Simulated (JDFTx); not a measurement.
**KBr in JDFTx: the effect of exact exchange share**

Crystal: KBr.

```
Br K
1.0
     0.00000    3.30000    3.30000
     3.30000    0.00000    3.30000
     3.30000    3.30000    0.00000
Br K
1 1
Direct
  0.50000 0.50000 0.50000
  0.00000 0.00000 0.00000
```

Alike in all runs:

* Program: JDFTx 1.7.0 (patched build)
* Task: single point
* Potentials or basis: PseudoDojo-SR-PBE-0.5-standard with smoothed tails
* Cutoff: 1007 eV
* Density cutoff: 8055 eV
* k mesh: 2 × 2 × 2
* Occupations: fermi-dirac, width 0.05 eV
* Spin: no spin polarisation

| exact exchange share | functional | gap on the mesh (eV) | pressure (GPa) |
| --- | --- | --- | --- |
| 0.1 | PBE0 (exact-exchange share 0.1) | ? | ? |
| 0.2 | PBE0 (exact-exchange share 0.2) | 5.97 | 1.1 |
| 0.25 | PBE0 (exact-exchange share 0.25) | 6.37 | 1.0 |
| 0.3 | PBE0 (exact-exchange share 0.3) | 6.77 | 1.0 |
| 0.4 | PBE0 (exact-exchange share 0.4) | 7.57 | 0.9 |

**Question.** What does the run with exact exchange share 0.1 give?

**Answer.** gap on the mesh 5.18 eV; pressure 1.2 GPa.

Worked out: A straight line through the other rows of the gap on the mesh, of slope 8 eV per unit of exact exchange share, extrapolates to 5.17 eV, against the run's 5.18. A straight line through the other rows of the pressure, of slope -0.914 GPa per unit of exact exchange share, extrapolates to 1.2 GPa, against the run's 1.2.

Caveats: all runs use coarse meshes; the hybrid runs on potentials with a model core; the potentials were made for another functional, which shifts forces and pressure.

